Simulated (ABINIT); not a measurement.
Set up this calculation in ABINIT 10.8.3 (patched build), as the native input.

- Task: band structure
- Functional: PBE
- Potentials or basis: Ansatz NC PBE
- Cutoff: 1088 eV
- k mesh: 8 × 8 × 8
- Occupations: fermi-dirac, width 0.05 eV
- Spin: no spin polarisation

Crystal: GaP.

```
CELL_PARAMETERS angstrom
0.00000 2.72525 2.72525
2.72525 0.00000 2.72525
2.72525 2.72525 0.00000
ATOMIC_POSITIONS crystal
Ga 0.00000 0.00000 0.00000
P 0.75000 0.75000 0.75000
```

One way to write it, as run:

run.abi

```
# Datasets: ground state, then fixed potential
ndtset 2

# Pseudopotentials
pp_dirpath "./"
pseudos "Ga.upf, P.upf"

# Structure
acell 3.8540855109 3.8540855109 3.8540855109 Angstrom
rprim
     0.0000000000     0.7071067812     0.7071067812
     0.7071067812     0.0000000000     0.7071067812
     0.7071067812     0.7071067812     0.0000000000
ntypat 2
znucl 31 15
natom 2
typat 1 2
xred
     0.0000000000     0.0000000000     0.0000000000
     0.7500000000     0.7500000000     0.7500000000

# Plane-wave basis
ecut 1088.455450 eV

# Exchange and correlation
ixc 11

# Bands and occupations
occopt 3
tsmear 0.05 eV

# SCF cycle
nstep 100

# Output
iomode 3
prtwf 0
prteig 0
prtebands 0
enunit 2
prtden1 1

# Dataset 1
kptopt1 1
ngkpt1 8 8 8
nshiftk1 1
shiftk1 0.0 0.0 0.0
nband1 13
tolvrs1 1.0e-10

# Dataset 2: bands along G-X-W-K-G-L-U-W-L-K
iscf2 -2
getden2 1
nband2 17
nbdbuf2 2
tolwfr2 1.0e-12
kptopt2 -9
ndivsm2 8
prteig2 1
prtvol2 -3
kptbounds2
     0.0000000000     0.0000000000     0.0000000000
     0.5000000000     0.0000000000     0.5000000000
     0.5000000000     0.2500000000     0.7500000000
     0.3750000000     0.3750000000     0.7500000000
     0.0000000000     0.0000000000     0.0000000000
     0.5000000000     0.5000000000     0.5000000000
     0.6250000000     0.2500000000     0.6250000000
     0.5000000000     0.2500000000     0.7500000000
     0.5000000000     0.5000000000     0.5000000000
     0.3750000000     0.3750000000     0.7500000000
```

Potentials or basis: Ansatz NC PBE.

The run is started by

```sh
$ abinit run.abi > log 2>&1
```

It gave:

| Item | Value |
| --- | --- |
| Pressure | 2.5 GPa |
| Band gap on the k mesh | 1.64 eV, indirect (least direct gap 1.82 eV) |
| Band gap along the path | 1.60 eV, indirect (least direct gap 1.82 eV) |
| Valence electrons inside the program's atomic spheres | Ga 10.82; P 2.81 |

It took 4.2 min on 1 thread of Arm Neoverse V1, on a shared host, peak memory 0.19 GiB.
